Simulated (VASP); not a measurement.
A run of VASP 6.6.1 is set up as follows.

INCAR

```
SYSTEM = TlCl
PREC = Accurate
ENCUT = 520
EDIFF = 1E-8
ISMEAR = 0
SIGMA = 0.01
LREAL = .False.
LASPH = .True.
NELM = 100
ALGO = Normal
ISIF = 2
LWAVE = .False.
LCHARG = .False.
GGA = PS
NBANDS = 17
IBRION = 8
NSW = 1
LEPSILON = .True.
```

KPOINTS

```
regular mesh
0
Gamma
  6 6 6
  0 0 0
```

Contents of POSCAR:

```
TlCl
1.0
    3.7692380597      0.0000000000      0.0000000000
    0.0000000000      3.7692380597      0.0000000000
    0.0000000000      0.0000000000      3.7692380597
Tl Cl
1 1
Direct
    0.0000000000      0.0000000000      0.0000000000
    0.5000000000      0.5000000000      0.5000000000
```

Potentials or basis: VASP PAW PBE potentials, release 64 (Tl_d, Cl).

Run with:

```sh
$ cat potpaw_PBE.64/Tl_d/POTCAR potpaw_PBE.64/Cl/POTCAR > POTCAR
$ mpirun -np 1 vasp_std > vasp.out
```

(1) Estimate the electronic dielectric tensor (diagonal).

(2) Predict the Born charges (mean of the diagonal).

(3) What does it give for the highest phonon frequency at Γ, LO-TO splitting left out?

Answers

(1) 6.02.

(2) Tl +2.10; Cl -2.10 e.

(3) 51 cm⁻¹.
